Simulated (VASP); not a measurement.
Wanted: the native input for a VASP 6.6.1 run.

```
Task                   : single point
Functional             : PBEsol
Potentials or basis    : VASP PAW PBE potentials, release 64 (Cu)
Cutoff                 : 520 eV
k mesh                 : 18 × 18 × 10
Occupations            : gaussian, width 0.1 eV
Spin                   : no spin polarisation
Dipole correction      : no
Further INCAR settings : ALGO = Fast; EDIFF = 1e-06; NBANDS = 18
```

The structure of Cu lies in POSCAR:

```
Cu
1.0
    2.5168648124      0.0000000000      0.0000000000
   -1.2584324062      2.1796688655      0.0000000000
    0.0000000000      0.0000000000      4.0846055172
Cu
2
Direct
    0.3333333300      0.6666666700      0.2500000000
    0.6666666700      0.3333333300      0.7500000000
```

This isn't the form of Cu at room conditions, which is fcc.

The cell isn't the ideal one: functional PBEsol, strained and moved within the space group.

The input as run:

INCAR

```
PREC = Accurate ; ENCUT = 520
EDIFF = 1E-6 ; ISMEAR = 0
SIGMA = 0.1 ; LREAL = F
LASPH = T ; NELM = 100
ALGO = Fast ; ISIF = 2
LWAVE = F ; LCHARG = T
GGA = PS ; LELF = T
LVHAR = T ; NBANDS = 18
```

KPOINTS

```
Automatic mesh
0
Gamma
  18 18 10
```

Potentials or basis: VASP PAW PBE potentials, release 64 (Cu).

Launch:

```console
$ cat potpaw_PBE.64/Cu/POTCAR > POTCAR
$ mpirun -np 1 vasp_std > vasp.out
```

Results of the run:

```yaml
Pressure: 3.6 GPa
Band_gap_on_the_k_mesh: none (metal or under the smearing width)
```

Caveat: the PAW data sets were made with another functional, which shifts forces and pressure a little.

Run time: 36 s on 1 thread of Intel(R) Xeon(R) 6975P-C (Granite Rapids), on a shared host, peak memory 0.18 GiB.
